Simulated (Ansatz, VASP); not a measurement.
# La2O3 in VASP and in Ansatz

The input INCAR:

```
SYSTEM = La2O3
ALGO = Normal
EDIFF = 1E-6
ENCUT = 520
GGA = PS
ISIF = 2
ISMEAR = -1
LASPH = .True.
LCHARG = .False.
LREAL = .False.
LWAVE = .False.
NBANDS = 28
NELM = 100
PREC = Accurate
SIGMA = 0.05
```

Contents of KPOINTS:

```
k-points
0
Gamma
  8 8 5
  0 0 0
```

POSCAR

```
La2O3
1.0
    3.9307778780      0.0000000000      0.0000000000
   -1.9653889390      3.4041534990      0.0000000000
    0.0000000000      0.0000000000      6.1119535200
La O
2 3
Direct
    0.3333333333      0.6666666667      0.2462356800
    0.6666666667      0.3333333333      0.7537643200
    0.0000000000      0.0000000000      0.0000000000
    0.3333333333      0.6666666667      0.6458906500
    0.6666666667      0.3333333333      0.3541093500
```

input.yaml

```yaml
crystal:
  lattice:
    - [3.930777878, 0.0, 0.0]
    - [-1.965388939, 3.404153499, 0.0]
    - [0.0, 0.0, 6.11195352]
  atoms:
    - { symbol: La, position: [0.3333333333, 0.6666666667, 0.24623568] }
    - { symbol: La, position: [0.6666666667, 0.3333333333, 0.75376432] }
    - { symbol: O, position: [0.0, 0.0, 0.0] }
    - { symbol: O, position: [0.3333333333, 0.6666666667, 0.64589065] }
    - { symbol: O, position: [0.6666666667, 0.3333333333, 0.35410935] }
kpoints:
  mp_grid: { grid: [8, 8, 5] }
scf:
  occupations: { method: fermi_dirac, width: 0.05 }
hamiltonian:
  xc: pbesol
  pseudopotentials: { kind: all_electron, lapw: { basis_error: 0.001 } }
output:
  forces: true
  stress: true
  eigenvalues: true
```

Alike in both runs: task single point; functional PBEsol; k mesh 8 × 8 × 5; occupations fermi-dirac, width 0.05 eV; no spin polarisation.

```csv
,VASP,Ansatz
version,VASP 6.6.1,Ansatz 0.2.0
potentials or method,"VASP PAW PBE potentials, release 64 (La, O)","all-electron LAPW, scalar-relativistic"
plane-wave cutoff (eV),520,see its input
```

```tsv
	VASP	Ansatz	Ansatz less VASP
gap on the k mesh at the Fermi level (eV)	3.83	3.81	-0.022
least direct gap on the mesh (eV)	3.98	3.96	-0.013
pressure (GPa)	-3.2	-3.0	+0.21
largest component of the traceless stress (GPa)	0.25	0.24	-0.018
rms of the force components (eV/Å)	0.036	0.034	-0.0025
```

Atom by atom the forces differ by 0.003 eV/Å (rms over components). Ansatz ran all-electron here, so the differences hold the error of VASP's frozen core and of both bases.

Caveats: spin-orbit coupling is left out, which moves the levels of the heavy elements; an odd mesh through Γ misses points on the zone boundary, where band edges often lie; the PAW data sets were made with another functional, which shifts forces and pressure a little (VASP).
